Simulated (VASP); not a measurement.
**AlN: relaxation of shape and atoms at fixed volume with PBE**

The system is AlN.

```
CELL_PARAMETERS angstrom
3.14858 0.00000 0.00000
-1.57429 2.72675 0.00000
0.00000 0.00000 5.04914
ATOMIC_POSITIONS crystal
Al 0.33333 0.66667 0.99930
Al 0.66667 0.33333 0.49930
N 0.33333 0.66667 0.38070
N 0.66667 0.33333 0.88070
```

The cell isn't the ideal one: a relaxed cell with its volume scaled by 1.02.

| Item | Value |
| --- | --- |
| Program | VASP 6.6.1 |
| Task | relaxation of shape and atoms at fixed volume |
| Functional | PBE |
| Potentials or basis | VASP PAW PBE potentials, release 64 (Al, N) |
| Cutoff | 600 eV |
| k mesh | 12 × 12 × 6 |
| Occupations | gaussian, width 0.03 eV |
| Spin | no spin polarisation |
| Further INCAR settings | ALGO = Fast; EDIFF = 1e-07; IBRION = 2; EDIFFG = -0.01; NSW = 40; ISIF = 4 |

```json
{
  "Energy gained by relaxing": "0.0 meV/atom",
  "Ionic steps": "2",
  "Pressure after relaxing": "-3.7 GPa",
  "Largest force after relaxing": "0.007 eV/Å",
  "Band gap on the k mesh": "3.89 eV, direct"
}
```

Forces on the atoms (eV/Å):
```
Al   0.000  0.000  0.007
Al   0.000  0.000  0.007
N    0.000  0.000 -0.007
N    0.000  0.000 -0.007
```

Final structure:
```xyz
4
Lattice="3.1478 0.0000 0.0000 -1.5739 2.7261 0.0000 0.0000 0.0000 5.0517" Properties=species:S:1:pos:R:3 pbc="T T T"
Al    0.0000    1.8174    5.0483
Al    1.5739    0.9087    2.5224
N     0.0000    1.8174    1.9231
N     1.5739    0.9087    4.4489
```

Levels at points of the mesh, in eV from the valence-band top:
```tsv
k point	band 4	band 5	band 6	band 7	band 8	band 9	band 10	band 11	band 12
(0.00, 0.00, 0.00)	-0.83	-0.83	-0.19	-0.19	0.00	3.89	6.37	10.31	10.91
(0.50, 0.00, 0.00)	-4.08	-3.25	-2.02	-1.71	-0.67	5.71	5.72	7.87	10.02
(0.00, 0.00, 0.50)	-3.27	-0.52	-0.52	-0.52	-0.52	6.16	6.16	10.02	10.02
(0.50, 0.00, 0.50)	-5.45	-1.42	-1.42	-1.33	-1.33	5.19	5.19	9.04	9.04
```

Wall time 2.4 min on 1 thread of Intel(R) Xeon(R) Platinum 8375C CPU @ 2.90GHz (Ice Lake), with other jobs on the host, peak memory 0.19 GiB.

A k mesh can miss the band edges.
